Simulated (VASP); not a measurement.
Here is a VASP 6.6.1 calculation.

File INCAR:

```
SYSTEM = Pb
PREC     = Accurate       ! precision mode
ENCUT    = 520            ! plane-wave cutoff, eV
EDIFF    = 1E-6           ! SCF threshold, eV
ISMEAR   = 0              ! smearing method
SIGMA    = 0.1            ! smearing width, eV
LREAL    = .FALSE.        ! projectors in reciprocal space
LASPH    = .TRUE.         ! aspherical terms in the spheres
NELM     = 60             ! most SCF steps
ALGO     = Normal         ! electronic algorithm
ISIF     = 2              ! what is computed and relaxed
LWAVE    = .FALSE.        ! write WAVECAR
LCHARG   = .TRUE.         ! write CHGCAR
GGA      = PS             ! functional
LELF     = .TRUE.         ! ELF
LVHAR    = .TRUE.       
NBANDS   = 13             ! bands
```

The input KPOINTS:

```
regular mesh
0
G
  22 22 22
  0 0 0
```

File POSCAR:

```
Pb
1.0
    0.0000000000      2.4673600000      2.4673600000
    2.4673600000      0.0000000000      2.4673600000
    2.4673600000      2.4673600000      0.0000000000
Pb
1
Direct
    0.0000000000      0.0000000000      0.0000000000
```

Potentials or basis: VASP PAW PBE potentials, release 64 (Pb_d).

Command:

```sh
$ cat potpaw_PBE.64/Pb_d/POTCAR > POTCAR
$ mpirun -np 1 vasp_std > vasp.out
```

(1) Predict the band gap on the k mesh.

(2) What does it give for the pressure?

Answers

(1) none (metal or under the smearing width).

(2) -0.1 GPa.

Caveat: the PAW data sets were made with another functional, which shifts forces and pressure a little.
